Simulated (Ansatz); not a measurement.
Se under changes of volume

One of the cells (27.100 Å³/atom); the others are scaled copies at fixed shape and fractional positions:

```
Se
1.0
     4.35517    0.00000    0.00000
    -2.17759    3.77169    0.00000
     0.00000    0.00000    4.94945
Se
3
Cartesian
  1.7050 2.9532 2.4747
  -0.4725 0.8185 4.1245
  0.9451 0.0000 0.8249
```

- Program: Ansatz 0.2.0
- Functional: PBE
- Potentials or basis: all-electron LAPW, scalar-relativistic
- Cutoff: 345 eV (chosen from the basis error)
- Basis error allowed: 0.001 eV/atom
- k mesh: 7 × 7 × 6
- Occupations: fermi-dirac, width 0.05 eV
- Spin: no spin polarisation

```csv
volume (Å³/atom),energy over the lowest point (meV/atom),pressure (GPa),gap on the mesh (eV),largest force (eV/Å)
25.474,116.19,10.4,1.25,1.960
26.016,?,?,?,?
26.558,57.76,7.0,1.20,1.392
27.100,36.67,5.5,1.18,1.137
27.642,20.31,4.2,1.16,0.898
28.184,8.23,3.0,1.14,0.675
28.726,0.00,1.9,1.12,0.467
```

Task: What does the run at 26.016 Å³/atom give?

Result: Energy over the lowest point 84.08 meV/atom; pressure 8.6 GPa; gap on the mesh 1.22 eV; largest force 1.666 eV/Å.

Worked out: A Birch-Murnaghan fit of order 3 (a polynomial in V^(-2/3)) to the other rows has no minimum within the range. It gives 84.07 meV/atom at 26.016 Å³/atom, against the run's 84.08, and -dE/dV = 8.6 GPa, against 8.6. A straight line through the other rows of the gap, of slope -1.07 eV per unit of ln V, gives 1.23 eV, against the run's 1.22.

Energies are extrapolated to zero smearing.

Caveats: an odd mesh through Γ misses points on the zone boundary, where band edges often lie; forces of over 1 eV/Å show positions far from the minimum, so gaps and moduli don't describe the material at rest (some runs). Spin-orbit coupling on Se is left out.
